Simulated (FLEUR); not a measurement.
Crystal: MgS (Niningerite).

```xyz
2
Lattice="0.0000 2.6016 2.6016 2.6016 0.0000 2.6016 2.6016 2.6016 0.0000" Properties=species:S:1:pos:R:3 pbc="T T T"
S     2.6016    2.6016    2.6016
Mg    0.0000    0.0000    0.0000
```

| Item | Value |
| --- | --- |
| Program | FLEUR MaX-R8.1 (later development tree) |
| Task | single point |
| Functional | PBEsol |
| Potentials or basis | all-electron |
| Basis | FLAPW |
| Kmax | 4.43 1/bohr |
| k mesh | 9 × 9 × 9 |
| Occupations | fermi-dirac, width 0.05 eV |
| Spin | no spin polarisation |
| Gmax | 13.7 1/bohr |
| Muffin-tin radii | S 2.21, Mg 2.21 bohr |
| lmax | S 9, Mg 9 |
| lnonsphr | S 9, Mg 9 |
| Local orbitals a species | S 4, Mg 5 |
| Max iterations | 60 |
| Mixing factor | 0.05 |
| Mixer | Anderson |
| Mixer history | 15 |

On this cell: largest force zero by symmetry; band gap on the k mesh 2.83 eV, indirect (least direct gap 3.59 eV).

The same run follows on a disturbed copy (atoms moved at random, drawn with an rms of 0.05 Å):

```
S Mg
1.0
     0.00000    2.60165    2.60165
     2.60165    0.00000    2.60165
     2.60165    2.60165    0.00000
S Mg
1 1
Direct
  0.49923 0.50365 0.50962
  0.01475 0.99180 0.98833
```

What changes?

The energy moves by +5.5 meV/atom; largest force 0.255 eV/Å; band gap on the k mesh 2.83 eV, indirect (least direct gap 3.59 eV).

Forces on the atoms (eV/Å):
```
S   -0.251 -0.041  0.026
Mg   0.251  0.041 -0.026
```

Caveats: an odd mesh through Γ misses points on the zone boundary, where band edges often lie.
